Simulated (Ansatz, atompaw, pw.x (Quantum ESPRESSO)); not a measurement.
## What a changed setting does to a pw.x run (sc Lu)

Potential: PAW, atompaw 4.2.0.5, PBE; core [Kr] 4d10, reference 4f14 5s2 5p6 5d2 6s1 6p0; waves: 5s (bound); 6s (bound); 5p (bound); 6p (bound, empty); 5d (bound); 5d channel at 1.2 Ry; 4f (bound); 4f channel at -0.3 Ry; local part: bessel scheme, radius 1.60 bohr; core correction: smooth core density matched at 1.80 bohr; augmentation: gaussian compensation charge, radius 1.70 bohr; PAW radius 1.95 bohr; waves and projectors: bloechl.

The reference run (k-mesh 10³, cutoffs 110/900 Ry, Fermi–Dirac 0.01 Ry, mixing_beta 0.4, conv_thr 1e-9, no spin) gives -0.25 GPa at 33.094 Å³/atom, where all-electron LAPW gives -0.05 GPa. This run, with its own iteration cap, changes conv_thr to 0.0001.

```
&control
  calculation='scf', prefix='x', pseudo_dir='./', outdir='./tmp', tstress=.true., disk_io='none'
/
&system
  ibrav=0, nat=1, ntyp=1, ecutwfc=110, ecutrho=900, nbnd=21,
  occupations='smearing', smearing='fd', degauss=0.01
/
&electrons
  conv_thr=0.0001, mixing_beta=0.4, electron_maxstep=50
/
ATOMIC_SPECIES
Lu 1.0 Lu.UPF
CELL_PARAMETERS angstrom
  3.21057698 0.00000000 0.00000000
  0.00000000 3.21057698 0.00000000
  0.00000000 0.00000000 3.21057698
ATOMIC_POSITIONS crystal
Lu 0.0000 0.0000 0.0000
K_POINTS automatic
10 10 10 0 0 0
```

```bash
pw.x < Lu.scf.in > Lu.scf.out
```

Task: How does the run end?

Result: It converges in 4 iterations; the free energy moves by +3.7 meV/atom and the pressure by -8.69 GPa.

```
Message from routine setup:
     using ibrav=0 with symmetry is DISCOURAGED, use correct ibrav instead
     lattice parameter (alat)  =       6.0671  a.u.
     unit-cell volume          =     223.3294 (a.u.)^3
     number of electrons       =        25.00
     number of Kohn-Sham states=           21
     kinetic-energy cutoff     =     110.0000  Ry
     charge density cutoff     =     900.0000  Ry
     scf convergence threshold =      1.0E-04
     Exchange-correlation= SLA PW PBX PBC
     number of k points=    56  Fermi-Dirac smearing, width (Ry)=  0.0100
     iteration #  1     ecut=   110.00 Ry     beta= 0.40
     total energy              =   -1080.07845287 Ry
     estimated scf accuracy    <       0.07112822 Ry
     iteration #  2     ecut=   110.00 Ry     beta= 0.40
     total energy              =   -1080.08799033 Ry
     estimated scf accuracy    <       0.00788304 Ry
     iteration #  3     ecut=   110.00 Ry     beta= 0.40
     total energy              =   -1080.08829206 Ry
     estimated scf accuracy    <       0.00140390 Ry
     iteration #  4     ecut=   110.00 Ry     beta= 0.40
     the Fermi energy is    11.4571 ev
!    total energy              =   -1080.08861438 Ry
     estimated scf accuracy    <       0.00006660 Ry
     smearing contrib. (-TS)   =      -0.00843212 Ry
     convergence has been achieved in   4 iterations
          total   stress  (Ry/bohr**3)                   (kbar)     P=      -89.33
     Message from routine punch:
     Nothing written, as per user request (disk_io='none')
```

The run took about 70 s on one core of a shared host (Intel(R) Xeon(R) 6975P-C, 192 threads, 756 GiB, load 147).
